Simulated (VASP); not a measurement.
# WC: relaxation with set parts of the cell free, by free to move

WC, P1 (no. 1), 2 atoms in the cell. PBE, constrained relaxation; PAW potentials W_sv, C (PBE set).

| Free to move | Volume (Å³/atom) | Pressure in a fresh run at the final cell (GPa) | Pressure printed at the end of the relaxation (GPa) | Ionic steps, all stages | Electronic steps, all stages | Time (s) |
|---|---|---|---|---|---|---|
| atoms | 10.544 | 0.48 | 0.48 | 9 | 65 | 40 |
| atoms, shape and volume | 10.554 | 0.05 | 0.05 | 13 | 95 | 60 |
| atoms and shape at fixed volume | 10.544 | 0.40 | 0.40 | 9 | 72 | 43 |
| shape alone | 10.544 | 0.96 | 0.96 | 9 | 66 | 61 |
| shape and volume | 10.571 | 0.00 | 0.00 | 9 | 75 | 81 |
| volume alone | 10.583 | 0.00 | 0.00 | 5 | 53 | 47 |
| atoms and volume | 10.558 | -0.02 | -0.02 | 8 | 70 | 57 |
| atoms and the z components of the lattice | 10.555 | 0.06 | 0.06 | 8 | 70 | 50 |
| atoms and the x and y components of the lattice | 10.551 | 0.24 | 0.24 | 9 | 78 | 61 |
| atoms and the y and z components of the lattice | 10.541 | 0.50 | 0.50 | 9 | 75 | 60 |

Limits: the start was distorted on purpose (random strain, atoms moved at random), so the space group given is the start's and not the crystal's.

## Input of the first row

INCAR.step1:
```
PREC = Accurate
ENCUT = 550
EDIFF = 1E-6
ISMEAR = 1
SIGMA = 0.1
LREAL = F
LASPH = T
NELM = 100
ALGO = Normal
LWAVE = F
LCHARG = F
IBRION = 2
NSW = 80
ISIF = 2
EDIFFG = -0.01
POTIM = 0.5
ISYM = 0
KPAR = 8
```

INCAR.step3, as INCAR.step1 but for:
```
- IBRION = 2
- NSW = 80
- EDIFFG = -0.01
- POTIM = 0.5
+ NSW = 0
```

KPOINTS:
```
k-points
0
Gamma
  9 9 8
```

POSCAR.step1:
```
WC
1.0
    2.9165440000     -0.0069980000     -0.0030010000
   -1.4643330000      2.5433910000      0.0144320000
   -0.0029290000      0.0145730000      2.8469410000
W C
1 1
Direct
    0.0127160000     -0.0007680000     -0.0009440000
    0.6539500000      0.3341020000      0.5009440000
```

POSCAR.step3:
```
WC
1.0
    2.9165440000     -0.0069980000     -0.0030010000
   -1.4643330000      2.5433910000      0.0144320000
   -0.0029290000      0.0145730000      2.8469410000
W C
1 1
Direct
    0.9995976256      0.9996353419      0.0000410684
    0.6670683744      0.3336986581      0.4999589316
```

Commands (each step's output is kept before the next begins):
```
cat potpaw_PBE.64/W_sv/POTCAR potpaw_PBE.64/C/POTCAR > POTCAR
cp INCAR.step1 INCAR
cp POSCAR.step1 POSCAR
mpirun -np 8 vasp_std > vasp.out
cp CONTCAR POSCAR
mpirun -np 8 vasp_std > vasp.out
cp CONTCAR POSCAR
cp INCAR.step3 INCAR
cp POSCAR.step3 POSCAR
mpirun -np 8 vasp_std > vasp.out
```

Changes of the last row against the first:
```
- ISIF = 2
+ ISIF = 3
+ LATTICE_CONSTRAINTS = .FALSE. .TRUE. .TRUE.
```

VASP 6.6.1 took 40 s on 8 cores (Intel Xeon Platinum 8488C (Sapphire Rapids)), a shared host.
